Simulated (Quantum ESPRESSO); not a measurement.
**Pt: phonons with PBE**

Pt:

```xyz
1
Lattice="0.0000 1.9609 1.9609 1.9609 0.0000 1.9609 1.9609 1.9609 0.0000" Properties=species:S:1:pos:R:3 pbc="T T T"
Pt    0.0000    0.0000    0.0000
```

```
Program             : Quantum ESPRESSO 7.5
Task                : phonons
Functional          : PBE
Potentials or basis : GBRV 1.5 PBE
Cutoff              : 612 eV
Density cutoff      : 4898 eV
k mesh              : 12 × 12 × 12
Occupations         : cold, width 0.2 eV
Spin                : no spin polarisation
Mixing beta         : 0.5
Most SCF iterations : 120
SCF threshold       : 2e-10 Ry
```

| Property | Result |
| --- | --- |
| Relaxed volume | 15.57 Å³/atom |
| Relaxed cell | a = 2.803 Å, b = 2.803 Å, c = 2.803 Å, α = 60.00°, β = 60.00°, γ = 60.00° |
| Space group after relaxing (to 0.05 Å) | Fm-3m (No. 225) |
| Pressure after relaxing | 0.1 GPa |
| Band gap on the k mesh | none (metal or under the smearing width) |
| Highest phonon frequency at the q point run | 182 cm⁻¹ |

The path:
| step | energy change (eV) | largest force (eV/Å) | pressure (GPa) | volume (Å³) |
| --- | --- | --- | --- | --- |
| 1 | 0.0000 | 0.0000 | 8.90 | 15.08 |
| 2 | -0.0109 | 0.0000 | -3.32 | 15.77 |
| 3 | -0.0130 | 0.0000 | -0.23 | 15.58 |
| 4 | -0.0131 | 0.0000 | 0.01 | 15.57 |

Final structure:
```
CELL_PARAMETERS angstrom
0.00000 1.98171 1.98171
1.98171 0.00000 1.98171
1.98171 1.98171 0.00000
ATOMIC_POSITIONS crystal
Pt 0.00000 0.00000 0.00000
```

Levels at points of the mesh, in eV from the Fermi level:
| k point | band 4 | band 5 | band 6 | band 7 | band 8 | band 9 | band 10 | band 11 | band 12 | band 13 |
| --- | --- | --- | --- | --- | --- | --- | --- | --- | --- | --- |
| (0.00, 0.00, 0.00) | -9.91 | -3.62 | -3.62 | -3.62 | -1.57 | -1.57 | 14.69 | 19.47 | 19.47 | 19.47 |
| (0.00, 0.00, -0.50) | -7.03 | -3.68 | -3.68 | -0.38 | 0.02 | 0.02 | 5.58 | 14.25 | 18.74 | 18.74 |
| (0.00, -0.50, -0.50) | -6.76 | -6.32 | -0.02 | 0.44 | 0.44 | 1.81 | 8.51 | 11.28 | 11.28 | 19.70 |

Phonon frequencies in cm⁻¹ (negative: imaginary):
```tsv
q point	frequencies
(0.500, 0.000, 0.500)	123 123 182
```

Phonon modes at q = (0.500, 0.000, 0.500) in reciprocal lattice units:
```tsv
mode	symmetry	cm⁻¹
1	E_u	123
2	E_u	123
3	A_2u	182
```

Run time: 2.3 min on 1 thread of Intel(R) Xeon(R) Platinum 8559C (Emerald Rapids), with other jobs on the host, peak memory 0.11 GiB.

Spin-orbit coupling is left out, which matters for the levels of Pt.
